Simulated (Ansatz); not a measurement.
Runs of Ansatz 0.2.0 on Ge. Symmetry: I4/mmm, No. 139, tetragonal system. The conventional cell has a = 3.217 Å, b = 3.217 Å, c = 3.746 Å, α = 90.00°, β = 90.00°, γ = 90.00°. Ge (site symmetry 4/mmm) is surrounded by 12 Ge at 2.95 to 3.22 Å. The cell was built by a generator and needn't be a form met in nature.

| task | level | spin | cell | k mesh | cutoff (eV) | points for each segment of the path | gap on the mesh (eV) | pressure (GPa) | relaxed volume (Å³/atom) |
| --- | --- | --- | --- | --- | --- | --- | --- | --- | --- |
| relaxation of cell and atoms | RPBE | off | relaxed | 12 × 12 × 12 | 420 | - | none | 0.0 | (a) |
| band structure | PBEsol | SOC, no magnetisation | as given | 9 × 9 × 9 | 420 | 14 | none | -3.8 | - |
| band structure | r2SCAN | off | as given | 12 × 12 × 12 | 500 | 14 | none | -1.4 | - |
| relaxation of cell and atoms | PBEsol | off | relaxed | 12 × 12 × 12 | 420 | - | none | 0.0 | 18.48 |
| relaxation of cell and atoms | BLYP | off | relaxed | 12 × 12 × 12 | 420 | - | none | 0.0 | 21.79 |
| relaxation of cell and atoms | revPBE | off | relaxed | 12 × 12 × 12 | 420 | - | none | 0.0 | 19.88 |
| band structure | BLYP | off | as given | 12 × 12 × 12 | 420 | 14 | none | 7.1 | - |
| band structure | RPBE | off | as given | 12 × 12 × 12 | 420 | 14 | none | 2.2 | - |
| band structure | revPBE | off | as given | 12 × 12 × 12 | 420 | 14 | none | (b) | - |
| relaxation of cell and atoms | LDA | off | relaxed | 12 × 12 × 12 | 420 | - | none | 0.0 | 18.09 |
| band structure | LDA | SOC, no magnetisation | as given | 9 × 9 × 9 | 420 | 14 | none | -5.1 | - |
| band structure | PBEsol | off | as given | 12 × 12 × 12 | 420 | 14 | none | -2.9 | - |

Alike in all rows: potentials or basis Ansatz PAW; smearing fermi-dirac 0.05 eV.

Task: Fill in the values left out.

Result: (a) 20.03; (b) 1.7.

Caveats: the PAW data sets come from PBE, with cores solved anew for the run's functional, which leaves a small shift of forces and pressure; the plane-wave basis is chosen anew once the cell has moved, so the energies of steps on either side of that aren't comparable (some runs).

A k mesh can miss the band edges, and rows without SOC leave out spin-orbit coupling on Ge.

A gap of «none» marks a metal or a gap under the smearing width.

Runs at the PBE level aren't shown here.
